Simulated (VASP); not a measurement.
The system is Sb2Se3.

```
CELL_PARAMETERS angstrom
7.01247 0.00000 0.00000
0.00000 7.01247 0.00000
0.00000 0.00000 7.01247
ATOMIC_POSITIONS crystal
Sb 0.00000 0.50000 0.50000
Sb 0.50000 0.00000 0.50000
Sb 0.50000 0.50000 0.00000
Sb 0.00000 0.00000 0.00000
Se 0.31367 0.00000 0.00000
Se 0.68633 0.00000 0.00000
Se 0.00000 0.31367 0.00000
Se 0.00000 0.68633 0.00000
Se 0.00000 0.00000 0.31367
Se 0.00000 0.00000 0.68633
```

The cell was built by a generator and needn't be a form met in nature.

- Program: VASP 6.6.1
- Task: relaxation of cell and atoms
- Functional: PBE
- Potentials or basis: VASP PAW PBE potentials, release 64 (Sb, Se)
- Cutoff: 520 eV
- k mesh: 2 × 2 × 2
- Occupations: gaussian, width 0.15 eV
- Spin: no spin polarisation

At the start: pressure 15.5 GPa; volume 34.48 Å³/atom.

Task: Where does the relaxation end?

Result: Over 9 steps the energy falls by 725.4 meV/atom and the volume is 43.75 Å³/atom (+26.9 %); space group Pm-3m (No. 221, to 0.05 Å).

Step by step:
```tsv
step	energy change (eV)	largest force (eV/Å)	pressure (GPa)	volume (Å³)
1	0.0000	8.6188	15.54	344.84
2	-3.8090	5.5076	0.55	540.12
3	-7.2419	0.2749	0.28	433.31
4	-7.2437	0.1970	0.36	431.40
5	-7.2428	0.1007	0.44	429.54
6	-7.2527	0.0863	0.19	434.64
7	-7.2527	0.1434	0.10	435.61
8	-7.2528	0.1009	0.13	435.08
9	-7.2539	0.0099	-0.14	437.46
```

Final structure:
```
CELL_PARAMETERS angstrom
7.59122 0.00000 0.00000
0.00000 7.59122 0.00000
0.00000 0.00000 7.59122
ATOMIC_POSITIONS crystal
Sb 0.00000 0.50000 0.50000
Sb 0.50000 0.00000 0.50000
Sb 0.50000 0.50000 0.00000
Sb 0.00000 0.00000 0.00000
Se 0.34534 0.00000 0.00000
Se 0.65466 0.00000 0.00000
Se 0.00000 0.34534 0.00000
Se 0.00000 0.65466 0.00000
Se 0.00000 0.00000 0.34534
Se 0.00000 0.00000 0.65466
```

Caveat: the k mesh is coarse (spacing up to 0.45 Å⁻¹), so the values aren't converged; the volume moved by over 15 % at a fixed basis, so the end points are rough.
